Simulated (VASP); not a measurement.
Write the native input for VASP 6.6.1 that does the following.

```yaml
Task: relaxation of cell and atoms
Functional: r2SCAN
Potentials_or_basis: VASP PAW PBE potentials, release 64 (B)
Cutoff: 600 eV
k_mesh: 10 × 10 × 10
Occupations: gaussian, width 0.1 eV
Spin: no spin polarisation
Dipole_correction: no
Further_INCAR_settings: ALGO = Normal; EDIFF = 1e-06; IBRION = 2; EDIFFG = -0.04; NSW = 90; ISIF = 3
```

B:

```xyz
1
Lattice="0.0000 1.5425 1.5425 1.5425 0.0000 1.5425 1.5425 1.5425 0.0000" Properties=species:S:1:pos:R:3 pbc="T T T"
B     0.0000    0.0000    0.0000
```

The cell was built by a generator and needn't be a form met in nature.

The input as run:

POSCAR

```
B
1.0
    0.0000000000      1.5425117484      1.5425117484
    1.5425117484      0.0000000000      1.5425117484
    1.5425117484      1.5425117484      0.0000000000
B
1
Direct
    0.0000000000      0.0000000000      0.0000000000
```

INCAR.step1

```
ALGO     = Normal         # electronic algorithm
EDIFF    = 1E-4           # SCF threshold, eV
ENCUT    = 600            # plane-wave cutoff, eV
GGA      = PE             # functional
ISMEAR   = 0              # smearing method
LASPH    = T              # aspherical terms in the spheres
LCHARG   = F              # write CHGCAR
LREAL    = F              # projectors in reciprocal space
LWAVE    = T              # write WAVECAR
NELM     = 100            # most SCF steps
PREC     = Accurate       # precision mode
SIGMA    = 0.1            # smearing width, eV
```

INCAR.step2

```
ALGO     = Normal         # electronic algorithm
EDIFF    = 1E-6           # SCF threshold, eV
EDIFFG   = -0.04          # ionic threshold
ENCUT    = 600            # plane-wave cutoff, eV
IBRION   = 2              # ionic algorithm
ISIF     = 3              # what is computed and relaxed
ISMEAR   = 0              # smearing method
ISTART   = 1            
LASPH    = T              # aspherical terms in the spheres
LCHARG   = F              # write CHGCAR
LMIXTAU  = T            
LREAL    = F              # projectors in reciprocal space
LWAVE    = F              # write WAVECAR
METAGGA  = R2SCAN         # meta-GGA
NELM     = 100            # most SCF steps
NSW      = 90             # ionic steps
PREC     = Accurate       # precision mode
SIGMA    = 0.1            # smearing width, eV
```

KPOINTS

```
k-points
0
Gamma
  10 10 10
```

Potentials or basis: VASP PAW PBE potentials, release 64 (B).

The run is started by

```console
$ cat potpaw_PBE.64/B/POTCAR > POTCAR
$ cp INCAR.step1 INCAR
$ mpirun -np 1 vasp_std > vasp.out
$ cp INCAR.step2 INCAR
$ mpirun -np 1 vasp_std > vasp.out
```

It gave:

* Relaxed volume: 5.80 Å³/atom
* Relaxed cell: a = 2.017 Å, b = 2.017 Å, c = 2.017 Å, α = 60.00°, β = 60.00°, γ = 60.00°
* Space group after relaxing (to 0.05 Å): Fm-3m (No. 225)
* Energy gained by relaxing: 250.3 meV/atom
* Ionic steps: 3
* Pressure after relaxing: 0.3 GPa
* Band gap on the k mesh: none (metal or under the smearing width)

Caveat: the volume moved by over 15 % at a fixed basis, so the end points are rough; the PAW data sets were made with another functional, which shifts forces and pressure a little.

Run time: 34 s on 1 thread of Intel(R) Xeon(R) Platinum 8559C (Emerald Rapids), on a shared host, peak memory 0.11 GiB.
